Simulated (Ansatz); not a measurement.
# MgSi24: the cost of one run

Computed with Ansatz 0.2.0 (DFT PBE, scalar-relativistic, plane waves, PAW, unless a step's input says otherwise).

5 further runs of the same task are left out: 5 set aside as unsound or not needed.

### 1 The starting structure

Symmetry: P6_3/mmc, No. 194, hexagonal system. The conventional cell has a = 3.851 Å, b = 3.851 Å, c = 6.365 Å, α = 90.00°, β = 90.00°, γ = 120.00°. Si (site symmetry 3m) has 4 Si at 2.36 to 2.38 Å in its first shell of neighbours.

As a file:

```cif
data_structure
_symmetry_space_group_name_H-M 'P6_3/mmc'
_symmetry_Int_Tables_number 194
_cell_length_a 3.8511
_cell_length_b 3.8511
_cell_length_c 6.3647
_cell_angle_alpha 90.000
_cell_angle_beta 90.000
_cell_angle_gamma 120.000
_cell_volume 81.75
loop_
_atom_site_label
_atom_site_type_symbol
_atom_site_symmetry_multiplicity
_atom_site_Wyckoff_symbol
_atom_site_fract_x
_atom_site_fract_y
_atom_site_fract_z
_atom_site_occupancy
Si1 Si 4 f 0.33333 0.66667 0.06293 1
```

It goes back to an entry of the Materials Project, which need not be the stable form.

It is the result of an earlier relaxation at this level (volume 20.44 Å³/atom; gap on the mesh: 0.45 eV).

### 3 Setting up the map

Atoms count from 1 in the order of the input.

Mg is moved over the surface cell; relaxed at each place: the height of the adsorbate's atoms; substrate rigid; the origin of the map has the adsorbate above Si21.

The axes are (1) position of Mg25 along the first surface vector, from above Si21: 6 values from 0.000 to 0.833, periodic; (2) position of Mg25 along the second surface vector, from above Si21: 6 values from 0.000 to 0.833, periodic.

Relaxed at each point: the height of the adsorbate's atoms; substrate rigid. Points are written as (first, second).

The two vectors of the plane (Å): (3.851, 0.000, 0.000); (-1.925, 3.335, 0.000).

(The set-up runs are not shown.)

### 4 Grid point (0/6, 0/6) of the map's two axes

Contents of input.yaml:

```yaml
crystal:
  lattice:
    - [7.7021644092, 0.0, 0.0]
    - [-3.8510822046, 6.6702700425, 0.0]
    - [0.0, 0.0, 22.5320436731]
  atoms:
    - { symbol: Si, position: [0.3333333333, 0.1666666667, 0.1775249533] }
    - { symbol: Si, position: [0.3333333333, 0.6666666667, 0.1775249533] }
    - { symbol: Si, position: [0.8333333333, 0.1666666667, 0.1775249533] }
    - { symbol: Si, position: [0.8333333333, 0.6666666667, 0.1775249533] }
    - { symbol: Si, position: [0.1666666667, 0.3333333333, 0.2130781043] }
    - { symbol: Si, position: [0.1666666667, 0.8333333333, 0.2130781043] }
    - { symbol: Si, position: [0.6666666667, 0.3333333333, 0.2130781043] }
    - { symbol: Si, position: [0.6666666667, 0.8333333333, 0.2130781043] }
    - { symbol: Si, position: [0.1666666667, 0.3333333333, 0.3187611675] }
    - { symbol: Si, position: [0.1666666667, 0.8333333333, 0.3187611675] }
    - { symbol: Si, position: [0.6666666667, 0.3333333333, 0.3187611675] }
    - { symbol: Si, position: [0.6666666667, 0.8333333333, 0.3187611675] }
    - { symbol: Si, position: [0.3333333333, 0.1666666667, 0.3526876217] }
    - { symbol: Si, position: [0.3333333333, 0.6666666667, 0.3526876217] }
    - { symbol: Si, position: [0.8333333333, 0.1666666667, 0.3526876217] }
    - { symbol: Si, position: [0.8333333333, 0.6666666667, 0.3526876217] }
    - { symbol: Si, position: [0.3333333333, 0.1666666667, 0.4598252884] }
    - { symbol: Si, position: [0.3333333333, 0.6666666667, 0.4598252884] }
    - { symbol: Si, position: [0.8333333333, 0.1666666667, 0.4598252884] }
    - { symbol: Si, position: [0.8333333333, 0.6666666667, 0.4598252884] }
    - { symbol: Si, position: [0.1666666667, 0.3333333333, 0.4896157594] }
    - { symbol: Si, position: [0.1666666667, 0.8333333333, 0.4896157594] }
    - { symbol: Si, position: [0.6666666667, 0.3333333333, 0.4896157594] }
    - { symbol: Si, position: [0.6666666667, 0.8333333333, 0.4896157594] }
    - { symbol: Mg, position: [0.1666666667, 0.3333333333, 0.6014564799] }
basis:
  ecutwfc: 420
kpoints:
  mp_grid: { grid: [6, 6, 1] }
hamiltonian:
  xc: pbe
  pseudopotentials: { kind: paw, azcp: { folder: soft_1 } }
scf:
  occupations: { method: gaussian, width: 0.05 }
output:
  forces: true
  eigenvalues: true
relax:
  adjacent_minimum: "off"
  f_tol: 0.025
  max_steps: 16
  constraints:
    - { sites: [0, 1, 2, 3, 4, 5, 6, 7, 8, 9, 10, 11, 12, 13, 14, 15, 16, 17, 18, 19, 20, 21, 22, 23] }
    - { sites: [24], fix: xy }
efield:
  axis: 3
  dipole_correction: true
  ramp_width: 0.04
```

The run is started by

```
$ ansatz run input.yaml --threads 2 --pin off --max-ram 6144MiB --backend cpu --events-out ev --progress --plain --runs-dir out
```

What time and memory should one allow on 2 threads of Arm Neoverse V1, shared host?

About 2.5 min, with a peak of 1.6 GiB.
